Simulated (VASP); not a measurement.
**VASP inputs for CaO (rocksalt)**

INCAR

```
NBANDS = 15
IBRION = -1
PREC = Accurate
ENCUT = 520
ISMEAR = 0
LREAL = .FALSE.
ALGO = Normal
LCHARG = .FALSE.
EDIFF = 1E-7
NELM = 120
LWAVE = .FALSE.
ISIF = 2
METAGGA = R2SCAN
SIGMA = 0.01
NSW = 0
LASPH = .TRUE.
```

KPOINTS

```
KPOINTS created by Atomic Simulation Environment
0
Gamma
10 10 10
0 0 0
```

KPOINTS_OPT

```
special points
6
Reciprocal
0.0000000000 0.0000000000 0.0000000000 1
0.5000000000 0.0000000000 0.5000000000 1
0.5000000000 0.2500000000 0.7500000000 1
0.3750000000 0.3750000000 0.7500000000 1
0.5000000000 0.5000000000 0.5000000000 1
0.6250000000 0.2500000000 0.6250000000 1
```

POSCAR

```
Ca O
 1.0000000000000000
    -0.0000000000000000    2.3975501229068663    2.3975501229068663
     2.3975501229068663   -0.0000000000000000    2.3975501229068663
     2.3975501229068663    2.3975501229068663   -0.0000000000000000
 Ca  O
   1   1
Cartesian
  0.0000000000000000  0.0000000000000000  0.0000000000000000
  2.3975501229068663  2.3975501229068663  2.3975501229068663
```

VASP ran with the recommended PBE PAW datasets (16 valence electrons in the cell).

Q: Estimate the main results of this run.

A: gap between bands v and c 4.19 eV; least direct gap 4.56 eV; pressure 1.1 GPa.

Band v is the last that the valence electrons fill when counted band by band, and c is the next. Levels in eV from the top of v:

```json
{"point": "Γ", "v−1": "0.00", "v": "0.00", "c": "5.49", "c+1": "6.87"}
{"point": "X", "v−1": "-0.37", "v": "-0.37", "c": "4.19", "c+1": "8.82"}
{"point": "W", "v−1": "-1.04", "v": "-1.04", "c": "6.95", "c+1": "6.95"}
{"point": "K", "v−1": "-1.20", "v": "-0.79", "c": "5.73", "c+1": "8.71"}
{"point": "L", "v−1": "-1.21", "v": "-1.21", "c": "7.73", "c+1": "9.09"}
```
